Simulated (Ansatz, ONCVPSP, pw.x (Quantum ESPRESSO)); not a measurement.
**Ti: one change to the ONCV potential, in the atom and in the bcc crystal**

titanium, optimised norm-conserving Vanderbilt (ONCV), made with ONCVPSP 4.0.1 (PBE, scalar-relativistic). Core [Ne], reference 3s2 3p6 3d2 4s1 4p1. Waves: 3s+4s: rc 1.95 bohr, ncon 4, nbas 9, qcut 6.6 1/bohr, 2 projectors; 3p+4p: rc 2.15 bohr, ncon 4, nbas 7, qcut 6.7 1/bohr, 2 projectors; 3d: rc 2.60 bohr, ncon 4, nbas 8, qcut 6.8 1/bohr, 2 projectors, debl 3.3 Ha. Local part: polynomial inside 1.80 bohr (lpopt 5, dvloc0 1 Ha). Core correction: Teter function, fcfact 2.75, rcfact 1.4.

Change: local potential polynomial inside 1.10 bohr (lpopt 5, dvloc0 1 Ha).

Cutoffs, loose and tight: the cutoffs (Ha) at which the residual kinetic energy of the hardest occupied pseudo-wave falls to 1 and 0.1 mHa per electron. They do not see the model core or the augmentation charge, which bear on the density cutoff. Test errors are all-electron minus pseudo excitation energies from the reference, over the configurations 3s2 3p6 3d2 4s2 4p0; 3s2 3p6 3d2 4s1 4p0; 3s2 3p6 3d2 4s0 4p0; 3s2 3p6 3d2 4s0 4p1; variants that change the core or the reference have their own tests.

Crystal test: bcc Ti in pw.x 7.5, no spin, 14³ k-points, Fermi–Dirac smearing 0.01 Ry, cutoffs set for each file from its atomic test. The reference is all-electron LAPW (Ansatz 0.2.0) with the same functional, mesh and smearing; V0 and B0 come from Birch–Murnaghan fits to the pressures at five volumes. Errors are pseudo minus all-electron; Δ is the rms difference of the E(V) curves that follow from these fits, minima aligned, over ±6 % about the mean V0. Mesh and smearing are coarse, so the numbers serve the comparison and aren't converged zero-temperature values; the lattice is a test structure that the element need not adopt.

All-electron: a0 = 3.264 Å (V0 = 17.38 Å³/atom), B0 = 104.1 GPa.

Task: Does the change bring the crystal closer to the all-electron result?

Result: The mean pressure error goes from +1.99 to +1.26 GPa, so the change moves the solid closer to the all-electron pressures.

| quantity | base | changed |
| --- | --- | --- |
| outcome (atom) | generated | generated |
| cutoff, loose (atom) | 16 Ha | 16 Ha |
| cutoff, tight (atom) | 18 Ha | 18 Ha |
| bound ghosts (atom) | none | none |
| largest test error (meV) (atom) | -11 | -11 |
| cutoffs in pw.x (Ry) | 50/200 | 50/200 |
| a0 (Å) | 3.284 | 3.277 |
| a0 error (%) | +0.63 | +0.41 |
| B0 error (%) | -2.2 | -2.3 |
| Δ (meV/atom) | 7.4 | 4.8 |
| mean pressure error (GPa) | +1.99 | +1.26 |

Base: This is a poor potential for the solid.
